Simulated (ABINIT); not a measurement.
Crystal: Mo.

```
Mo
1.0
    -1.58381    1.58381    1.58381
     1.58381   -1.58381    1.58381
     1.58381    1.58381   -1.58381
Mo
1
Direct
  0.00000 0.00000 0.00000
```

Base run:

| Property | Result |
| --- | --- |
| Program | ABINIT 10.8.3 (patched build) |
| Functional | PW91 |
| Potentials or basis | JTH PAW PBE v2.0 |
| Cutoff | 408 eV |
| k mesh | 12 × 12 × 12 |
| Occupations | fermi-dirac, width 0.05 eV |
| Spin | no spin polarisation |

Its results: band gap on the k mesh none (metal or under the smearing width); pressure -1.3 GPa.

**Question.** The run is repeated on the same cell with these changes: functional from PW91 to SCAN; cutoff from 408 eV to 490 eV; fine-grid cutoff from 816.342 eV to 979.61 eV. What comes out?

**Answer.** Band gap on the k mesh none (metal or under the smearing width); pressure -4.9 GPa.

Caveats: the PAW data sets were made with another functional, which shifts forces and pressure a little.
